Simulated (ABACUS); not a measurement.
# InAs (F-43m) in ABACUS: further runs

One crystal, InAs, is run at these levels: PBE, rSCAN, TPSS, LDA; tasks: single point, relaxation of cell and atoms.

Program: ABACUS 3.10.1. These are calculated values, not measurements. Logs are shortened: lines on timing, memory, paths and dates and some standing lists are left out, and cuts for length are marked.

### Step 1. The structure

The structure is cubic, space group F-43m (No. 216). The conventional cell has a = 6.036 Å, b = 6.036 Å, c = 6.036 Å, α = 90.00°, β = 90.00°, γ = 90.00°. Around In (site symmetry -43m) lie 4 As at 2.61 Å. As (site symmetry -43m) is surrounded by 4 In at 2.61 Å.

### Step 2. Single point, PBE

INPUT

```
INPUT_PARAMETERS
suffix              InAs
calculation         scf
basis_type          lcao
pseudo_dir          ./
orbital_dir         ./
symmetry            1
dft_functional      pbe
ecutwfc             100
pseudo_rcut         10
nspin               1
nbands              18
ks_solver           genelpa
smearing_method     fd
smearing_sigma      0.00367493
scf_thr             1e-07
scf_nmax            100
mixing_type         broyden
mixing_beta         0.7
cal_force           1
cal_stress          1
out_mul             1
```

STRU

```
ATOMIC_SPECIES
In 114.8180 In.upf
As 74.9216 As.upf

NUMERICAL_ORBITAL
In_confined-atom_8au_1s1p1d.orb
As_confined-atom_7au_1s1p1d.orb

LATTICE_CONSTANT
1.8897261246

LATTICE_VECTORS
0.0000000000 3.0180000000 3.0180000000
3.0180000000 0.0000000000 3.0180000000
3.0180000000 3.0180000000 0.0000000000

ATOMIC_POSITIONS
Direct

In
0.0
1
0.0000000000 0.0000000000 0.0000000000 1 1 1

As
0.0
1
0.7500000000 0.7500000000 0.7500000000 1 1 1
```

KPT

```
K_POINTS
0
Gamma
8 8 8 0 0 0
```

Potentials or basis: PseudoDojo NC SR 0.4.1 PBE standard, SZ LCAO (the cutoffs set its grid).

Launch:

```console
OMP_NUM_THREADS=1 mpirun -np 4 abacus > log
```

running log:

```text
ABACUS v3.10.1

               Atomic-orbital Based Ab-initio Computation at UStc

 ------------------------------------------------------------------------------------

 READING GENERAL INFORMATION
                           global_out_dir = OUT.InAs/
                           global_in_card = INPUT
                               pseudo_dir = ./
[... 8 lines left out ...]

 READING ATOM TYPE 1
                               atom label = In
                      L=0, number of zeta = 1
                      L=1, number of zeta = 1
                      L=2, number of zeta = 1
             number of atom for this type = 1

 READING ATOM TYPE 2
                               atom label = As
                      L=0, number of zeta = 1
                      L=1, number of zeta = 1
                      L=2, number of zeta = 1
             number of atom for this type = 1

                        TOTAL ATOM NUMBER = 2
DIRECT COORDINATES
    atom                   x                   y                   z     mag                  vx                  vy                  vz
taud_In1            0.0000000000        0.0000000000        0.0000000000  0.0000        0.0000000000        0.0000000000        0.0000000000
taud_As1            0.7500000000        0.7500000000        0.7500000000  0.0000        0.0000000000        0.0000000000        0.0000000000

                          Volume (Bohr^3) = 371.009
                             Volume (A^3) = 54.9778

 Lattice vectors: (Cartesian coordinate: in unit of a_0)
                   +0              +3.018              +3.018
               +3.018                  +0              +3.018
               +3.018              +3.018                  +0
 Reciprocal vectors: (Cartesian coordinate: in unit of 2 pi/a_0)
            -0.165673           +0.165673           +0.165673
            +0.165673           -0.165673           +0.165673
            +0.165673           +0.165673           -0.165673
 The esolver type has been set to : ksdft_lcao

                PAO radial cut off (Bohr) = 10

 Read in pseudopotential file is In.upf
                     pseudopotential type = NC
          exchange-correlation functional = PBE
                 nonlocal core correction = 1
                        valence electrons = 13
                                     lmax = 2
                           number of zeta = 3
                     number of projectors = 6
                           L of projector = 0
[... 5 lines left out ...]
                PAO radial cut off (Bohr) = 10

 Read in pseudopotential file is As.upf
                     pseudopotential type = NC
          exchange-correlation functional = PBE
                 nonlocal core correction = 1
                        valence electrons = 15
                                     lmax = 2
                           number of zeta = 3
                     number of projectors = 6
                           L of projector = 0
                           L of projector = 0
                           L of projector = 1
                           L of projector = 1
                           L of projector = 2
                           L of projector = 2
     initial pseudo atomic orbital number = 18

 SETUP THE ELECTRONS NUMBER
            electron number of element In = 13
      total electron number of element In = 13
            electron number of element As = 15
      total electron number of element As = 15
            AUTOSET number of electrons:  = 28
                           occupied bands = 14
                                   NLOCAL = 18
                                   NBANDS = 18
                                   NBANDS = 18
                                   NLOCAL = 18

%%%%%%%%%%%%%%%%%%%%%%%%%%%%%%%%%%%%%%%%%%%%%%%%%%%%%%%%%%%%%%%%%%%%%%%%%%%%%%%%%%%%%%%%%%%%%%%%%%%%%%%%%%
 Warning: the number of valence electrons in pseudopotential > 3 for In: [Kr] 4d10 5s2 5p1
 Warning: the number of valence electrons in pseudopotential > 5 for As: [Ar] 3d10 4s2 4p3
 Pseudopotentials with additional electrons can yield (more) accurate outcomes, but may be less efficient.
 If you're confident that your chosen pseudopotential is appropriate, you can safely ignore this warning.
%%%%%%%%%%%%%%%%%%%%%%%%%%%%%%%%%%%%%%%%%%%%%%%%%%%%%%%%%%%%%%%%%%%%%%%%%%%%%%%%%%%%%%%%%%%%%%%%%%%%%%%%%%

 SETUP THE PLANE WAVE BASIS
 energy cutoff for charge/potential (unit:Ry) = 400
            fft grid for charge/potential = [ 54, 54, 54 ]
                        fft grid division = [ 2, 2, 2 ]
        big fft grid for charge/potential = [ 27, 27, 27 ]
                                     nbxx = 5103
                                     nrxx = 40824

 SETUP PLANE WAVES FOR CHARGE/POTENTIAL
                    number of plane waves = 50237
                         number of sticks = 1789

[... 71 lines left out ...]
                     BRAVAIS LATTICE NAME = 02. Cubic I (body-centered)
                                    ibrav = 2
                       right hand lattice = 1
(for k-lattice: )
                             BRAVAIS TYPE = 2
                     BRAVAIS LATTICE NAME = 02. Cubic I (body-centered)
                                    ibrav = 2
                       right hand lattice = 1
                        ROTATION MATRICES = 48
                               nkstot_ibz = 29
K-POINTS REDUCTION ACCORDING TO SYMMETRY
     IBZ    DIRECT_X    DIRECT_Y    DIRECT_Z  WEIGHT  ibz2bz
       1  0.00000000  0.00000000  0.00000000  0.0020       0
       2  0.12500000  0.12500000  0.12500000  0.0156       1
       3  0.25000000  0.25000000  0.25000000  0.0156       2
       4  0.37500000  0.37500000  0.37500000  0.0156       3
       5  0.50000000  0.50000000  0.50000000  0.0078       4
       6  0.12500000  0.12500000  0.00000000  0.0117       9
[... 21 lines left out ...]
      28 -0.12500000  0.50000000  0.37500000  0.0234     101
      29  0.50000000  0.25000000 -0.25000000  0.0117     166

                               nkstot now = 29
[... K-POINTS DIRECT COORDINATES: 29 rows ...]

           k-point number in this process = 29
       minimum distributed K point number = 29
[... stars of the k points ...]

[... K-POINTS CARTESIAN COORDINATES: 29 rows ...]

[... K-POINTS DIRECT COORDINATES: 29 rows ...]

 SETUP PLANE WAVES FOR WAVE FUNCTIONS
     energy cutoff for wavefunc (unit:Ry) = 100
              fft grid for wave functions = [ 54, 54, 54 ]
                    number of plane waves = 7799
                         number of sticks = 511

 PARALLEL PW FOR WAVE FUNCTIONS
     PROC   COLUMNS(POT)             PW
        1            128           1950
        2            128           1951
        3            128           1951
        4            127           1947
 --------------- sum -------------------
        4            511           7799

 SET NONLOCAL PSEUDOPOTENTIAL PROJECTORS
 SET NONLOCAL PSEUDOPOTENTIAL PROJECTORS
 max number of nonlocal projetors among all species is 6

 -------------------------------------------
 SELF-CONSISTENT
 -------------------------------------------

 SETUP SEARCHING RADIUS FOR PROGRAM TO SEARCH ADJACENT ATOMS
                  longest orb rcut (Bohr) = 8
   longest nonlocal projector rcut (Bohr) = 2.42
                     search radius (Bohr) = 20.8
              searching radius is (Bohr)) = 20.8
         searching radius unit is (Bohr)) = 1.89
                         PeriodicBoundary = 1
                        Radius(unit:lat0) = 11
                                   glayer = [ 5, 5, 5 ]
                             glayer_minus = [ 4, 4, 4 ]

Find the coordinate range of the input atom(unit:lat0).
                                  min_tau = [ -24.1, -24.1, -24.1 ]
                                  max_tau = [ 28.7, 28.7, 28.7 ]
                                BoxNumber = [ 9, 9, 9 ]

 SETUP EXTENDED REAL SPACE GRID FOR GRID INTEGRATION
                          real space grid = [ 54, 54, 54 ]
                 big cell numbers in grid = [ 27, 27, 27 ]
             meshcell numbers in big cell = [ 2, 2, 2 ]
                        extended fft grid = [ 33, 33, 33 ]
                dimension of extened grid = [ 94, 94, 94 ]
                            UnitCellTotal = 125
              Atom number in sub-FFT-grid = 2
    Local orbitals number in sub-FFT-grid = 18
                                ParaV.nnr = 5575
                                 init_chg = atomic

 LCAO ALGORITHM --------------- ION=   1  ELEC=   1--------------------------------

 Density error is 0.0375258426263
----------------------------------------------------------
     Energy           Rydberg                 eV
----------------------------------------------------------
 E_KohnSham     -344.9946920149      -4693.8935911583
 E_Harris       -344.1692340607      -4682.6626595209
 E_Fermi        0.5872685140         7.9901980459
----------------------------------------------------------
[... 69 lines left out ...]
 Density error is 5.53848781929e-09
----------------------------------------------------------
     Energy           Rydberg                 eV
----------------------------------------------------------
 E_KohnSham     -345.0042342223      -4694.0234195494
 E_KS(sigma->0) -345.0042219634      -4694.0232527586
 E_Harris       -345.0042339847      -4694.0234163172
 E_band         -22.5965700965       -307.4421085686
 E_one_elec     -175.8060454809      -2391.9639613875
 E_Hartree      104.2650067619       1418.5981939702
 E_xc           -87.6733405769       -1192.8569945404
 E_Ewald        -185.7898304086      -2527.8003240101
 E_entropy(-TS) -0.0000245178        -0.0003335816
 E_descf        0.0000000000         0.0000000000
 E_exx          0.0000000000         0.0000000000
 E_Fermi        0.6060780079         8.2461143400
----------------------------------------------------------

 charge density convergence is achieved
 final etot is -4694.0234195 eV
 EFERMI = 8.24611434 eV

 STATE ENERGY(eV) AND OCCUPATIONS    NSPIN == 1
 1/29 kpoint (Cartesian) = 0.0000 0.0000 0.0000 (1559 pws)
       1       -26.9543     0.00390625
       2       -26.9543     0.00390625
       3       -26.9543     0.00390625
       4       -26.9388     0.00390625
       5       -26.9388     0.00390625
       6       -6.49363     0.00390625
[... 98 lines left out ...]
       5       -26.9388      0.0234375
       6       -6.52406      0.0234375
[... 10 lines left out ...]
      17        13.4657    1.07990e-47
      18        13.4657    1.07990e-47

[... levels at 23 further k points ...]

 correction force for each atom along direction 1 is 0.00171615
 correction force for each atom along direction 2 is -0.00379529
 correction force for each atom along direction 3 is -0.00103088
------------------------------------------------------------------------------------------
 TOTAL-FORCE (eV/Angstrom)
------------------------------------------------------------------------------------------
                       In1         0.0000000000         0.0000000000         0.0000000000
                       As1         0.0000000000         0.0000000000         0.0000000000
------------------------------------------------------------------------------------------

----------------------------------------------------------------
 TOTAL-STRESS (KBAR)
----------------------------------------------------------------
        85.3674359385         0.0000000000         0.0000000000
         0.0000000000        85.3674359385         0.0000000000
        -0.0000000000         0.0000000000        85.3674359385
----------------------------------------------------------------
 TOTAL-PRESSURE: 85.367436 KBAR

 --------------------------------------------
 !FINAL_ETOT_IS -4694.0234195494194864 eV
 --------------------------------------------
```

Run time: 3.3 s. Hardware: 4 MPI ranks of AMD EPYC 7B13 (Zen 3), shared host; peak memory 0.4 GiB.

These settings aren't checked as converged: the numbers below hold their error.

Results:

```
Free energy            : -4694.0234 eV
Pressure               : 8.5 GPa
Band gap on the k mesh : 0.17 eV, direct
Mulliken charges       : In +0.39; As -0.39 e
```

Caveat: the atomic orbitals were generated for these runs and aren't a published set; Mulliken charges move with the basis; spin-orbit coupling is left out, which moves the levels of the heavy elements; the basis of atomic orbitals isn't converged, which shifts pressures, moduli and gaps.

### Step 3. Single point, rSCAN

run_abacus.py

```python
"""ABACUS run from a structure file: ASE reads it, the script writes STRU, KPT and INPUT."""
import re
import subprocess
from ase.io import read
from ase.units import Bohr

atoms = read("POSCAR")
atoms = atoms[(-atoms.numbers).argsort(kind="stable")]  # ABACUS lists atoms element by element
pseudo = {'In': 'In_ONCV_PBE-1.2.upf', 'As': 'As_ONCV_PBE-1.2.upf'}
orbital = {}
magmoms = None
kmesh = [5, 5, 5]
params = {
    'suffix': 'InAs',
    'calculation': 'scf',
    'basis_type': 'pw',
    'pseudo_dir': './',
    'symmetry': 1,
    'dft_functional': 'MGGA_X_RSCAN+MGGA_C_RSCAN',
    'ecutwfc': 97,
    'pseudo_rcut': 10,
    'nspin': 1,
    'nbands': 19,
    'ks_solver': 'dav',
    'smearing_method': 'fd',
    'smearing_sigma': 0.00367493,
    'scf_thr': 1e-08,
    'scf_nmax': 100,
    'mixing_type': 'broyden',
    'mixing_beta': 0.7,
    'cal_force': 1,
    'cal_stress': 1,
    'mixing_tau': 1,
    'out_chg': 1,
    'kpar': 4,
}

symbols = atoms.get_chemical_symbols()
elements = list(dict.fromkeys(symbols))
lines = ["ATOMIC_SPECIES"] + [f"{e} {atoms.get_masses()[symbols.index(e)]:.4f} {pseudo[e]}" for e in elements]
if orbital:
    lines += ["", "NUMERICAL_ORBITAL"] + [orbital[e] for e in elements]
lines += ["", "LATTICE_CONSTANT", f"{1 / Bohr:.10f}", "", "LATTICE_VECTORS"]
lines += [" ".join(f"{x:.10f}" for x in v) for v in atoms.cell]
lines += ["", "ATOMIC_POSITIONS", "Direct"]
for e in elements:
    lines += ["", e, "0.0", str(symbols.count(e))]
    for i, p in enumerate(atoms.get_scaled_positions(wrap=False)):
        if symbols[i] == e:
            mag = "" if magmoms is None else " mag " + " ".join(str(x) for x in (magmoms[i] if isinstance(magmoms[i], list) else [magmoms[i]]))
            lines.append(" ".join(f"{x:.10f}" for x in p) + " 1 1 1" + mag)
open("STRU", "w").write("\n".join(lines) + "\n")
open("KPT", "w").write("K_POINTS\n0\nGamma\n%d %d %d 0 0 0\n" % tuple(kmesh))
open("INPUT", "w").write("INPUT_PARAMETERS\n" + "".join(f"{k:<20s}{v}\n" for k, v in params.items()))

done = subprocess.run(['mpirun', '-np', '4', 'abacus'])
if done.returncode:
    raise SystemExit(done.returncode)
log = open("OUT.InAs/running_scf.log").read()
print("final energy (eV):", re.findall(r"FINAL_ETOT_IS (\S+)", log))
```

POSCAR

```
InAs
1.0
    0.0000000000      3.0180000000      3.0180000000
    3.0180000000      0.0000000000      3.0180000000
    3.0180000000      3.0180000000      0.0000000000
In As
1 1
Direct
    0.0000000000      0.0000000000      0.0000000000
    0.7500000000      0.7500000000      0.7500000000
```

Potentials or basis: SG15 ONCV 1.2 PBE, plane waves.

Launch:

```console
OMP_NUM_THREADS=1 python run_abacus.py > log
```

It took 32 s on 4 MPI ranks of Intel Xeon 6975P-C (Granite Rapids), shared host; peak memory 0.52 GiB.

It converged, with:

```yaml
Free_energy: -1586.2941 eV
Pressure: 2.0 GPa
Band_gap_on_the_k_mesh: none (metal or under the smearing width)
```

Levels at points of the mesh, in eV from the Fermi level:
```csv
k point,band 6,band 7,band 8,band 9,band 10,band 11,band 12,band 13
"(0.00, 0.00, 0.00)",-12.58,-0.26,-0.04,-0.04,-0.04,4.00,4.00,4.00
```

Caveat: the k mesh is coarse (spacing up to 0.36 Å⁻¹), so the values aren't converged; the potentials were made for another functional, which shifts forces and pressure; this crystal is a semiconductor, whose small gap the functional closes, so the metal is an error of the method.

[end of part 1 of 2]
